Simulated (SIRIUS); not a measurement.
The system is MnO.

```
CELL_PARAMETERS angstrom
0.00000 2.22391 2.22391
2.22391 0.00000 2.22391
2.22391 2.22391 0.00000
ATOMIC_POSITIONS crystal
Mn 0.00000 0.00000 0.00000
O 0.50000 0.50000 0.50000
```

The cell is a database's computed one.

Base run:

```yaml
Program: SIRIUS 7.10.0
Functional: LDA
Potentials_or_basis: PseudoDojo 0.4.1 PBE standard (scalar relativistic)
Cutoff: 1307 eV
Density_cutoff: 5227 eV
k_mesh: 7 × 7 × 7
Occupations: fermi-dirac, width 0.05 eV
Spin: collinear spin, ferromagnetic start
Starting_moments: "[4.0, 0.0] μB"
Hubbard_terms: Mn d U = 2 eV
```

Its results: pressure -5.6 GPa; net moment 4.99 μB per cell.

Question: The run is repeated on the same cell with these changes: hubbard terms from Mn d U = 2 eV to Mn d U = 4 eV. What comes out?

Answer: Pressure -3.1 GPa; net moment 5.00 μB per cell.

Caveats: the potentials were made for another functional, which shifts forces and pressure; a cell with one magnetic atom can't hold antiferromagnetic order, which such compounds often take.
